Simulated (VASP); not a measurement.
# PbO (P6_3mc) in VASP: notebook

One crystal, PbO, is run at these levels: r2SCAN, PBE; tasks: single point.

Everything below comes from runs of VASP 6.6.1. Logs are shortened: lines on timing, memory, paths and dates and some standing lists are left out, and cuts for length are marked.

## (1) The cell of the first run

The structure is hexagonal, space group P6_3mc (No. 186). The conventional cell has a = 4.183 Å, b = 4.183 Å, c = 5.603 Å, α = 90.00°, β = 90.00°, γ = 120.00°. Pb (site symmetry 3m) has 4 O at 2.33 to 2.46 Å as nearest neighbours. O (site symmetry 3m) is surrounded by 4 Pb at 2.33 to 2.46 Å.

The cell was built by a generator and needn't be a form met in nature.

## (2) Single point, r2SCAN (hydrostatic strain -0.3%)

Contents of POSCAR:

```
PbO
1.0
    4.1825933979      0.0000000000      0.0000000000
   -2.0912966989      3.6222321363      0.0000000000
    0.0000000000      0.0000000000      5.6031735739
Pb O
2 2
Direct
    0.3333333333      0.6666666667     -0.0203130653
    0.6666666667      0.3333333333      0.4796869347
    0.3333333333      0.6666666667      0.3953130653
    0.6666666667      0.3333333333      0.8953130653
```

Contents of INCAR.step1:

```
PREC = Accurate
ENCUT = 520
ISMEAR = 0
SIGMA = 0.01
LREAL = F
LASPH = T
NELM = 100
NBANDS = 28
GGA = PE
ALGO = Normal
EDIFF = 1E-4
LWAVE = T
LCHARG = F
```

Contents of INCAR.step2:

```
PREC = Accurate
ENCUT = 520
EDIFF = 1E-7
ISMEAR = 0
SIGMA = 0.01
LREAL = F
LASPH = T
NELM = 100
ALGO = Normal
ISIF = 2
LWAVE = F
LCHARG = T
METAGGA = R2SCAN
LMIXTAU = T
LELF = T
LVHAR = T
NBANDS = 28
ISTART = 1
```

Contents of KPOINTS:

```
Automatic mesh
0
Gamma
  12 12 4
```

Potentials or basis: VASP PAW PBE potentials, release 64 (Pb_d, O).

Started as:

```console
> cat potpaw_PBE.64/Pb_d/POTCAR potpaw_PBE.64/O/POTCAR > POTCAR
> cp INCAR.step1 INCAR
> mpirun -np 1 vasp_std > vasp.out
> cp INCAR.step2 INCAR
> mpirun -np 1 vasp_std > vasp.out
```

OUTCAR:

```text
PREC = Accurate
   ENCUT = 520
   EDIFF = 1E-7
   ISMEAR = 0
   LREAL = F
   LASPH = T
   NELM = 100
   ISIF = 2
   METAGGA = R2SCAN
   ISTART = 1

 ion  position               nearest neighbor table
   1  0.333  0.667  0.980-   3 2.33   4 2.46   4 2.46   4 2.46   2 3.70   2 3.70   2 3.70   2 3.70
                             2 3.70   2 3.70
   2  0.667  0.333  0.480-   4 2.33   3 2.46   3 2.46   3 2.46   1 3.70   1 3.70   1 3.70   1 3.70
                             1 3.70   1 3.70
   3  0.333  0.667  0.395-   1 2.33   2 2.46   2 2.46   2 2.46
   4  0.667  0.333  0.895-   2 2.33   1 2.46   1 2.46   1 2.46

  LATTYP: Found a hexagonal cell.
 ALAT       =     4.1825933979
 C/A-ratio  =     1.3396409932

  Lattice vectors:

 A1 = (   4.1825933979,   0.0000000000,   0.0000000000)
 A2 = (  -2.0912966989,   3.6222321363,   0.0000000000)
 A3 = (   0.0000000000,   0.0000000000,   5.6031735739)

Analysis of symmetry for initial positions (statically):
=====================================================================
 Subroutine PRICEL returns:
 Original cell was already a primitive cell.

 Routine SETGRP: Setting up the symmetry group for a
 hexagonal supercell.

 Subroutine GETGRP returns: Found 12 space group operations
 (whereof  6 operations were pure point group operations)
 out of a pool of 24 trial point group operations.

The static configuration has the point symmetry C_3v.
 The point group associated with its full space group is C_6v.

Analysis of symmetry for dynamics (positions and initial velocities):
=====================================================================
 Subroutine PRICEL returns:
 Original cell was already a primitive cell.

 Routine SETGRP: Setting up the symmetry group for a
 hexagonal supercell.

 Subroutine GETGRP returns: Found 12 space group operations
 (whereof  6 operations were pure point group operations)
 out of a pool of 24 trial point group operations.

The dynamic configuration has the point symmetry C_3v.
 The point group associated with its full space group is C_6v.

 Subroutine INISYM returns: Found 12 space group operations
 (whereof  6 operations are pure point group operations),
 and found     1 'primitive' translations

----------------------------------------------------------------------------------------

                                     Primitive cell

  volume of cell :      84.8899

  direct lattice vectors                    reciprocal lattice vectors
     4.182593398  0.000000000  0.000000000     0.239086114  0.138036432  0.000000000
    -2.091296699  3.622232136  0.000000000     0.000000000  0.276072864  0.000000000
     0.000000000  0.000000000  5.603173574     0.000000000  0.000000000  0.178470288

  length of vectors
     4.182593398  4.182593398  5.603173574     0.276072864  0.276072864  0.178470288

  position of ions in fractional coordinates (direct lattice)
     0.333333333  0.666666667  0.979686935
     0.666666667  0.333333333  0.479686935
     0.333333333  0.666666667  0.395313065
     0.666666667  0.333333333  0.895313065

  ion indices of the primitive-cell ions
   primitive index   ion index
                 1           1
                 2           2
                 3           3
                 4           4

----------------------------------------------------------------------------------------

 KPOINTS: Automatic mesh

Automatic generation of k-mesh.
 Grid dimensions read from file:
 generate k-points for:   12   12    4

 Generating k-lattice:

  Cartesian coordinates                     Fractional coordinates (reciprocal lattice)
     0.019923843  0.011503036  0.000000000     0.083333333 -0.000000000  0.000000000
     0.000000000  0.023006072  0.000000000     0.000000000  0.083333333  0.000000000
     0.000000000  0.000000000  0.044617572     0.000000000  0.000000000  0.250000000

  Length of vectors
     0.023006072  0.023006072  0.044617572

  Shift w.r.t. Gamma in fractional coordinates (k-lattice)
     0.000000000  0.000000000  0.000000000

 Subroutine IBZKPT returns following result:
 ===========================================

 Found     57 irreducible k-points:

 Following reciprocal coordinates:
            Coordinates               Weight
  0.000000  0.000000  0.000000      1.000000
  0.083333  0.000000  0.000000      6.000000
  0.166667  0.000000  0.000000      6.000000
  0.250000  0.000000  0.000000      6.000000
  0.333333  0.000000  0.000000      6.000000
  0.416667 -0.000000  0.000000      6.000000
[... 16 lines left out ...]
  0.250000  0.000000  0.250000     12.000000
  0.333333  0.000000  0.250000     12.000000
 [... further k-points ...]
   k-points           NKPTS =     57   k-points in BZ     NKDIM =     57   number of bands    NBANDS=     28
   number of dos      NEDOS =    301   number of ions     NIONS =      4
   total plane-waves  NPLWV =  43008
   dimension x,y,z NGX =    32 NGY =   32 NGZ =   42
   dimension x,y,z NGXF=    64 NGYF=   64 NGZF=   84
   ions per type =               2   2
   NGX,Y,Z   is equivalent  to a cutoff of  12.72, 12.72, 12.46 a.u.
   NGXF,Y,Z  is equivalent  to a cutoff of  25.44, 25.44, 24.92 a.u.
 SYSTEM =  unknown system
   PREC   = accura    normal or accurate (medium, high low for compatibility)
   ISTART =      1    job   : 0-new  1-cont  2-samecut
   ICHARG =      0    charge: 1-file 2-atom 10-const
   ISPIN  =      1    spin polarized calculation?
   LNONCOLLINEAR =      F non collinear calculations
   LSORBIT =      F    spin-orbit coupling
   LASPH  =      T    aspherical Exc in radial PAW
   ENCUT  =  520.0 eV  38.22 Ry    6.18 a.u.   7.78  7.78 10.42*2*pi/ulx,y,z
   NELM   =    100;   NELMIN=  2; NELMDL=  0     # of ELM steps
   EDIFF  = 0.1E-06   stopping-criterion for ELM
   LREAL  =      F    real-space projection
   EDIFFG = 0.1E-05   stopping-criterion for IOM
   NSW    =      0    number of steps for IOM
   IBRION =     -1    ionic relax: 0-MD 1-quasi-New 2-CG
   NFREE  =      0    steps in history (QN), initial steepest desc. (CG)
   ISIF   =      2    stress and relaxation
   ISYM   =      2    0-nonsym 1-usesym 2-fastsym
   POTIM  = 0.5000    time-step for ionic-motion
   TEBEG  =    0.0;   TEEND  =   0.0 temperature during run
   PSTRESS=    0.0 pullay stress
   NELECT =      40.0000    total number of electrons
   NUPDOWN=      -1.0000    fix difference up-down
   EMIN   =  10.00;   EMAX   =-10.00  energy-range for DOS
   EFERMI =   0.00;   METHOD = LEGACY
   ISMEAR =     0;   SIGMA  =   0.01  broadening in eV -4-tet -1-fermi 0-gaus
   EFERMI_NEDOS =   21; number of points for ismear=-14 and -15
   IALGO  =     38    algorithm
   IMIX   =      4    mixing-type and parameters
     AMIX     =   0.40;   BMIX     =  1.00
     AMIX_MAG =   1.60;   BMIX_MAG =  1.00
  volume/ion in A,a.u.               =      21.22       143.22
  Fermi-wavevector in a.u.,A,eV,Ry     =   1.273922  2.407363 22.080585  1.622877
  Thomas-Fermi vector in A             =   2.406719
   LORBIT       =      0    0 simple, 1 ext, 2 COOP (PROOUT), +10 PAW based schemes
   METAGGA = R2SCAN    functional components
   LHFCALC =     F    Hartree Fock is set to
   AEXX    =    0.0000 exact exchange contribution
   IVDW    =     0    specifies the selected vdW correction
   LEPSILON=     F    determine dielectric tensor
   LRPA    =     F    only Hartree local field effects (RPA)
 non-spin polarized calculation
 Gauss-broadening in eV      SIGMA  =   0.01
  energy-cutoff  :      520.00
  volume of cell :       84.89
 maximum number of plane-waves:      2310
 NGX is ok and might be reduce to    32
   NGX = 15   NGY = 15   NGZ = 21

 number of electron      40.0000001 magnetization

 Free energy of the ion-electron system (eV)
  ---------------------------------------------------
  ext. energy  EPLUGINS =         0.00000000
  ---------------------------------------------------
  free energy    TOTEN  =      -128.55241616 eV

  energy without entropy =     -128.55241616  energy(sigma->0) =     -128.55241616

 E-fermi :   4.6471     XC(G=0): -10.1015

 val. band max:        4.5909077448   @ k =   0.3333   0.3333   0.5000
 cond. band min:       6.6108380914   @ k =   0.5000   0.0000   0.5000
 fundamental gap:      2.0199303466
 Fermi energy:         4.6471325675

 k-point     1 :       0.0000    0.0000    0.0000
  band No.  band energies     occupation
      1     -14.2493      2.00000
      2     -14.1477      2.00000
      3     -12.1582      2.00000
      4     -12.1582      2.00000
      5     -12.1220      2.00000
      6     -12.1220      2.00000
[... 20 lines left out ...]
     27      12.8450      0.00000
     28      15.1962      0.00000

 k-point     2 :       0.0833    0.0000    0.0000
  band No.  band energies     occupation
      1     -14.2462      2.00000
      2     -14.1469      2.00000
      3     -12.1581      2.00000
      4     -12.1450      2.00000
      5     -12.1187      2.00000
      6     -12.1185      2.00000
[... 20 lines left out ...]
     27      12.8420      0.00000
     28      15.5315      0.00000

 k-point     3 :       0.1667    0.0000    0.0000
  band No.  band energies     occupation
      1     -14.2374      2.00000
      2     -14.1453      2.00000
      3     -12.1597      2.00000
      4     -12.1344      2.00000
      5     -12.1104      2.00000
      6     -12.1099      2.00000
[... 20 lines left out ...]
     27      13.9744      0.00000
     28      15.0107      0.00000

 k-point     4 :       0.2500    0.0000    0.0000
  band No.  band energies     occupation
      1     -14.2253      2.00000
      2     -14.1458      2.00000
      3     -12.1648      2.00000
      4     -12.1348      2.00000
      5     -12.0976      2.00000
      6     -12.0970      2.00000
[... 578 lines left out ...]
     27      13.7096      0.00000
     28      15.0139      0.00000

 k-point    23 :       0.2500    0.0000    0.2500
  band No.  band energies     occupation
      1     -14.1852      2.00000
      2     -14.1238      2.00000
      3     -12.1591      2.00000
      4     -12.1388      2.00000
      5     -12.1148      2.00000
      6     -12.1043      2.00000
[... 20 lines left out ...]
     27      13.6332      0.00000
     28      15.3495      0.00000

 k-point    24 :       0.3333    0.0000    0.2500
  band No.  band energies     occupation
      1     -14.1742      2.00000
      2     -14.1261      2.00000
      3     -12.1556      2.00000
      4     -12.1397      2.00000
      5     -12.1046      2.00000
      6     -12.0880      2.00000
[... 20 lines left out ...]
     27      13.2054      0.00000
     28      15.6015      0.00000

 [... further k-points ...]

------------------------ aborting loop because EDIFF is reached ----------------------------------------

  FORCE on cell =-STRESS in cart. coord.  units (eV):
  Direction    XX          YY          ZZ          XY          YZ          ZX
  --------------------------------------------------------------------------------------
  -------------------------------------------------------------------------------------
  Total        0.5195772      0.5195772      0.4912773      0.0000000     -0.0000000      0.0000000
  in kB        9.8062876      9.8062876      9.2721681      0.0000000     -0.0000000      0.0000000
  external PRESSURE =       9.6282478 kB  Pullay stress =       0.0000000 kB

 VOLUME and BASIS-vectors are now :
 -----------------------------------------------------------------------------
  energy-cutoff  :      520.00
  volume of cell :       84.89
      direct lattice vectors                 reciprocal lattice vectors
     4.182593398  0.000000000  0.000000000     0.239086114  0.138036432  0.000000000
    -2.091296699  3.622232136  0.000000000     0.000000000  0.276072864  0.000000000
     0.000000000  0.000000000  5.603173574     0.000000000  0.000000000  0.178470288

 POSITION                                       TOTAL-FORCE (eV/Angst)
 -----------------------------------------------------------------------------------
     -0.00000      2.41482      5.48936        -0.000000     -0.000000     -0.037044
      2.09130      1.20741      2.68777         0.000000      0.000000     -0.037044
     -0.00000      2.41482      2.21501        -0.000000      0.000000      0.037044
      2.09130      1.20741      5.01659         0.000000     -0.000000      0.037044
 -----------------------------------------------------------------------------------
    total drift:                               -0.000000      0.000000     -0.002243

  FREE ENERGIE OF THE ION-ELECTRON SYSTEM (eV)
  ---------------------------------------------------
  free  energy   TOTEN  =      -128.5524161568 eV

  energy  without entropy=     -128.5524161568  energy(sigma->0) =     -128.55241616
```

It took 4.6 min on 1 thread of Intel Xeon Platinum 8375C at 2.90GHz (Ice Lake), shared host; peak memory 0.28 GiB.

What came out:

| Property | Result |
| --- | --- |
| Free energy | -128.5524 eV |
| Pressure | 1.0 GPa |
| Largest force | 0.037 eV/Å |
| Band gap on the k mesh | 2.02 eV, indirect (least direct gap 2.31 eV) |

Forces on the atoms (eV/Å):
```
Pb   0.000  0.000 -0.037
Pb   0.000  0.000 -0.037
O    0.000  0.000  0.037
O    0.000  0.000  0.037
```

Caveat: the PAW data sets were made with another functional, which shifts forces and pressure a little; spin-orbit coupling is left out, which as a rule narrows the gap of such compounds by several tenths of an eV. A k mesh can miss the band edges.

## (3) Single point, PBE (uniaxial_x strain -0.3%)

Contents of INCAR:

```
  PREC = Accurate
  ENCUT = 520
  EDIFF = 1E-6
  ISMEAR = -1
  SIGMA = 0.02
  LREAL = F
  LASPH = T
  NELM = 100
  ALGO = Fast
  ISIF = 2
  LWAVE = F
  LCHARG = T
  GGA = PE
  LELF = T
  LVHAR = T
  NBANDS = 28
```

Contents of KPOINTS:

```
regular mesh
0
Gamma
  12 12 4
```

Contents of POSCAR:

```
PbO
1.0
    4.1821737116      0.0000000000      0.0000000000
   -2.0910868558      3.6345897414      0.0000000000
    0.0000000000      0.0000000000      5.6222893577
Pb O
2 2
Direct
    0.3341067850      0.6682135700     -0.0196086337
    0.6658932150      0.3317864300      0.4803913663
    0.3324396632      0.6648793264      0.3946086337
    0.6675603368      0.3351206736      0.8946086337
```

Potentials or basis: VASP PAW PBE potentials, release 64 (Pb_d, O).

Started as:

```console
> cat potpaw_PBE.64/Pb_d/POTCAR potpaw_PBE.64/O/POTCAR > POTCAR
> mpirun -np 1 vasp_std > vasp.out
```

It took 3.8 min on 1 thread of Intel Xeon Platinum 8375C at 2.90GHz (Ice Lake), shared host; peak memory 0.38 GiB.

It converged, with:

```
Free energy            : -20.8572 eV
Pressure               : 2.7 GPa
Largest force          : 0.106 eV/Å
Band gap on the k mesh : 1.85 eV, indirect (least direct gap 2.08 eV)
```

Forces in eV/Å, atoms in the order of the input:
```
Pb   0.000  0.000 -0.106
Pb   0.000  0.000 -0.106
O    0.000  0.003  0.106
O    0.000 -0.003  0.106
```

Stress tensor (GPa, compression positive):
```
2.36 0.00 0.00
0.00 2.44 0.00
0.00 0.00 3.24
```

Levels at points of the mesh, in eV from the valence-band top:
```
           k point  band 16  band 17  band 18  band 19  band 20  band 21  band 22  band 23  band 24  band 25
(0.00, 0.00, 0.00)    -2.93    -2.93    -2.17    -2.17    -2.17     3.80     4.67     4.68     5.32     5.40
(0.50, 0.00, 0.00)    -3.72    -3.00    -2.57    -0.98    -0.81     2.15     3.48     4.82     5.42     5.56
(0.00, 0.50, 0.00)    -3.71    -2.99    -2.57    -0.98    -0.79     2.14     3.43     4.87     5.35     5.58
(0.00, 0.00, 0.50)    -2.54    -2.53    -2.53    -1.60    -1.60     3.61     3.61     4.77     4.77     4.81
(0.50, 0.00, 0.50)    -3.15    -2.66    -2.66    -0.68    -0.68     1.89     1.89     4.82     4.82     5.63
(0.00, 0.50, 0.50)    -3.14    -2.68    -2.68    -0.65    -0.65     1.85     1.85     4.85     4.85     5.66
```

Caveat: spin-orbit coupling is left out, which as a rule narrows the gap of such compounds by several tenths of an eV.

## (4) Single point, PBE (hydrostatic strain -0.3%)

Contents of INCAR:

```
SYSTEM = PbO
PREC = Accurate
ENCUT = 520
EDIFF = 1E-6
ISMEAR = -1
SIGMA = 0.02
LREAL = .False.
LASPH = .True.
NELM = 100
ALGO = Fast
ISIF = 2
LWAVE = .False.
LCHARG = .False.
GGA = PE
NBANDS = 28
```

Contents of KPOINTS:

```
regular mesh
0
Gamma
  12 12 4
  0 0 0
```

Contents of POSCAR:

```
PbO
1.0
    4.1825933979      0.0000000000      0.0000000000
   -2.0912966989      3.6222321363      0.0000000000
    0.0000000000      0.0000000000      5.6031735739
Pb O
2 2
Direct
    0.3333333333      0.6666666667     -0.0203130653
    0.6666666667      0.3333333333      0.4796869347
    0.3333333333      0.6666666667      0.3953130653
    0.6666666667      0.3333333333      0.8953130653
```

Started as:

```console
> cat potpaw_PBE.64/Pb_d/POTCAR potpaw_PBE.64/O/POTCAR > POTCAR
> mpirun -np 1 vasp_std > vasp.out
```

It took 1.8 min on 1 thread of Intel Xeon Platinum 8375C at 2.90GHz (Ice Lake), shared host; peak memory 0.27 GiB.

Results (log left out):

```yaml
Free_energy: -20.8476 eV
Pressure: 3.1 GPa
Largest_force: 0.106 eV/Å
Band_gap_on_the_k_mesh: 1.86 eV, indirect (least direct gap 2.05 eV)
```

Forces in eV/Å, atoms in the order of the input:
```
Pb   0.000  0.000 -0.106
Pb   0.000  0.000 -0.106
O    0.000  0.000  0.106
O    0.000  0.000  0.106
```

Stress tensor (GPa, compression positive):
```
2.87 0.00 0.00
0.00 2.87 0.00
0.00 0.00 3.63
```

Levels at points of the mesh, in eV from the valence-band top:
```tsv
k point	band 17	band 18	band 19	band 20	band 21	band 22	band 23	band 24
(0.00, 0.00, 0.00)	-2.98	-2.21	-2.21	-2.20	3.80	4.67	4.67	5.36
(0.50, 0.00, 0.00)	-3.04	-2.62	-1.00	-0.84	2.13	3.47	4.84	5.38
(0.00, 0.00, 0.50)	-2.58	-2.58	-1.62	-1.62	3.61	3.61	4.78	4.78
(0.50, 0.00, 0.50)	-2.70	-2.70	-0.68	-0.68	1.86	1.86	4.82	4.82
```

Caveat: spin-orbit coupling is left out, which as a rule narrows the gap of such compounds by several tenths of an eV.

## (5) Summary

```tsv
level	cell	smearing	gap on the mesh (eV)	pressure (GPa)	largest force (eV/Å)
r2SCAN	hydrostatic strain -0.3%	gaussian 0.01 eV	2.02	1.0	0.04
PBE	uniaxial_x strain -0.3%	fermi-dirac 0.02 eV	1.85	2.7	0.11
PBE	hydrostatic strain -0.3%	fermi-dirac 0.02 eV	1.86	3.1	0.11
```

Alike in all rows: task single point; potentials or basis VASP PAW PBE potentials, release 64 (Pb_d, O); no spin polarisation; k mesh 12 × 12 × 4; cutoff (eV) 520.

Caveats: spin-orbit coupling is left out, which as a rule narrows the gap of such compounds by several tenths of an eV; the PAW data sets were made with another functional, which shifts forces and pressure a little (some runs).

Absolute energies hang on the potentials; compare differences alone.
